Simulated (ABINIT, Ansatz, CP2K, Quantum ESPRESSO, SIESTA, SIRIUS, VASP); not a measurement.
Zr: 8 runs at one level of theory

```
Zr
1.0
     3.23200    0.00000    0.00000
    -1.61600    2.79899    0.00000
     0.00000    0.00000    5.14700
Zr
2
Direct
  0.66667 0.33333 0.75000
  0.33333 0.66667 0.25000
```

Alike in all runs: task single point; functional PBEsol; k mesh 9 × 9 × 5; occupations fermi-dirac, width 0.05 eV; no spin polarisation; no spin-orbit coupling. Pressure is positive in compression and, in plane waves, holds the error of the finite cutoff, which Ansatz's Pulay term estimates and takes out.

```csv
program and potentials,plane-wave cutoff (eV),notes,pressure (GPa)
"Ansatz, Ansatz PAW",420,"potentials made for PBE, which Ansatz adapts in part",-3.28
"SIRIUS, PseudoDojo 0.4.1 PBEsol standard (scalar relativistic)",915,-,-3.20
"Ansatz, all-electron LAPW, scalar-relativistic",-,-,-3.26
"CP2K, POTENTIAL_UZH Zr GTH-PBE-q12; TZVP-MOLOPT-PBE-GTH basis",-,atomic basis; potentials made for PBE,-2.38
"VASP, PBE PAW files Zr_sv, 520 eV",520,potentials made for PBE,-3.23
"SIESTA, files PseudoDojo sr-pbesol-0.4.1-standard, DZP (energy shift 0.003 Ry; two zetas on semicore shells)",-,atomic basis,-2.51
"ABINIT, PseudoDojo NC SR PBEsol v0.4.1 standard",898,-,-3.21
"Quantum ESPRESSO, GBRV 1.5 PBEsol",612,-,?
```

Estimate from the other rows what the run with Quantum ESPRESSO, GBRV 1.5 PBEsol gave.

Pressure -3.30 GPa. The other rows, which needn't bracket it: pressure -3.28 to -2.38.
